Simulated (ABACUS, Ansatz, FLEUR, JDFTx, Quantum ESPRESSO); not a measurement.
GaP: band gap by level of theory

Space group F-43m (No. 216). a = 5.451 Å, b = 5.451 Å, c = 5.451 Å, α = 90.00°, β = 90.00°, γ = 90.00°
| atom | site | symmetry | x | y | z |
| --- | --- | --- | --- | --- | --- |
| Ga | 4a | -43m | 0.0000 | 0.0000 | 0.0000 |
| P | 4c | -43m | 0.2500 | 0.2500 | 0.2500 |

```csv
rung,level,program and potentials,cutoff (eV),k mesh,task,core time,chip,band gap (eV),miss (eV),notes
GGA,PBEsol,"Ansatz, PAW datasets made for the crystal",240,6 × 6 × 6,single point,3.5 s,Intel Xeon Platinum 8375C Ice Lake,1.51,-0.83,9 valence electrons an atom on average; mesh may miss the edge
GGA,PBEsol,"Ansatz, all-electron LAPW, scalar-relativistic",-,8 × 8 × 8,single point,10 s,Arm Neoverse V2,1.52,-0.82,mesh may miss the edge
GGA,PBE,"ABACUS, PseudoDojo NC SR 0.4.1 PBE standard, plane waves",1102,8 × 8 × 8,single point,12 s,AMD EPYC 9R45 Zen 5,1.64,-0.70,9 valence electrons an atom on average; mesh may miss the edge
GGA,PBEsol,"JDFTx, SG15-PBE-1.2 with smoothed tails",1088,4 × 4 × 4,band structure,35 s,Intel Xeon Platinum 8488C Sapphire Rapids,1.41,-0.93,coarse mesh; potentials made for PBE; 9 valence electrons an atom on average; from the band path
GGA,PBEsol,"Quantum ESPRESSO, GBRV 1.5 PBEsol",762,8 × 8 × 8,single point,39 s,Arm Neoverse V2,1.52,-0.82,12 valence electrons an atom on average; mesh may miss the edge
LDA,LDA,"JDFTx, SG15-PBE-1.2 with smoothed tails",1088,4 × 4 × 4,single point,46 s,Intel Xeon Platinum 8488C Sapphire Rapids,1.42,-0.92,coarse mesh; potentials made for PBE; 9 valence electrons an atom on average; mesh may miss the edge
GGA,PBEsol,"Ansatz, JTH PAW",3600,8 × 8 × 8,band structure,80 s,Intel Xeon,(a),?,potentials made for PBE; 9 valence electrons an atom on average; from the band path
LDA,LDA,"FLEUR, all-electron, FLAPW",-,8 × 8 × 8,band structure,4.1 min,Intel Xeon Skylake/Cascade Lake,(b),?,from the band path
```

Times are single runs on shared hosts and different chips, so they are rough; meshes, cutoffs and the tasks' sizes weigh on the time. All rows: no spin polarisation. Gaps are the least found on the k mesh or the band path, and a mesh can miss the band edges. The cell comes from a database and isn't always the measured one. Meshes differ between rows, which moves values too. All levels ran on this one cell, unrelaxed unless noted. Meshes are those of the run's cell of 2 atoms unless a note names another. Misses use the values as printed. Runs on faulty files, with rough fits or with known faults for this quantity aren't shown. No row holds spin-orbit coupling.

Measured: 2.34 eV at 10 K (arxiv:1810.01194). The runs are for a static lattice.

Estimate the values left out from the other rows.

(a) 1.46 eV, miss -0.88; (b) 1.44 eV, miss -0.90.
